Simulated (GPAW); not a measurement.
Crystal: TiO2.

```
Ti O
1.0
     4.59984    0.00000    0.00000
     0.00000    4.59984    0.00000
     0.00000    0.00000    2.95921
Ti O
2 4
Direct
  0.00000 0.00000 0.50000
  0.50000 0.50000 0.00000
  0.30432 0.30432 0.50000
  0.69568 0.69568 0.50000
  0.19568 0.80432 0.00000
  0.80432 0.19568 0.00000
```

The cell is a database's computed one.

* Program: GPAW 26.7.0
* Task: relaxation of cell and atoms
* Functional: RPBE
* Potentials or basis: the program's PAW data sets (release 1.2.1) made for this functional
* Cutoff: 800 eV
* Basis: pw
* k mesh: 4 × 4 × 6
* Occupations: fermi-dirac, width 0.05 eV
* Spin: no spin polarisation

At the start: pressure 10.6 GPa; volume 10.44 Å³/atom.

Task: Where does the relaxation end?

Result: Over 11 steps the energy falls by 17.4 meV/atom and the volume is 10.95 Å³/atom (+5.0 %); space group P4_2/mnm (No. 136, to 0.05 Å).

The path:
```tsv
step	energy change (eV)	largest force (eV/Å)	pressure (GPa)	volume (Å³)
1	0.0000	0.0671	10.62	62.61
2	-0.0201	0.0232	9.30	62.92
3	-0.0940	0.1878	0.81	65.19
4	-0.0972	0.1566	0.16	65.42
5	-0.1012	0.0435	-0.40	65.71
6	-0.1018	0.0073	-0.21	65.70
7	-0.1021	0.0305	0.01	65.66
8	-0.1025	0.0473	0.26	65.62
9	-0.1031	0.0511	0.44	65.60
10	-0.1038	0.0306	0.35	65.65
11	-0.1041	0.0075	0.11	65.72
```

Final structure:
```
Ti O
1.0
     4.69115    0.00000    0.00000
     0.00000    4.69115    0.00000
     0.00000    0.00000    2.98626
Ti O
2 4
Direct
  0.00000 0.00000 0.50000
  0.50000 0.50000 0.00000
  0.30576 0.30576 0.50000
  0.69424 0.69424 0.50000
  0.19424 0.80576 0.00000
  0.80576 0.19424 0.00000
```

Caveat: the k mesh is coarse; later steps reuse the first step's grids.
